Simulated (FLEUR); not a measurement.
The system is PbS (Galena).

```
Pb S
1.0
     0.00000    2.96575    2.96575
     2.96575    0.00000    2.96575
     2.96575    2.96575    0.00000
Pb S
1 1
Direct
  0.00000 0.00000 0.00000
  0.50000 0.50000 0.50000
```

Base run:

```yaml
Program: FLEUR MaX-R8.1 (later development tree)
Functional: SCAN
Potentials_or_basis: all-electron
Basis: FLAPW
Kmax: 4.41 1/bohr
k_mesh: 8 × 8 × 8
Occupations: fermi-dirac, width 0.05 eV
Spin: no spin polarisation
```

Its results: band gap on the k mesh 0.56 eV, direct.

Q: The run is repeated on the same cell with these changes: functional from SCAN to PBEsol. What comes out?

A: Band gap on the k mesh 0.25 eV, direct.

SCAN gives the wider gap, since meta-GGAs in the generalised Kohn-Sham scheme recover part of the derivative discontinuity.

Caveats: spin-orbit coupling is left out, which as a rule narrows the gap of such compounds by several tenths of an eV; the meta-GGA is that of a development version, with a GGA for the radial functions and cores and without core tails (some runs).

Not every run made on this cell is shown here.
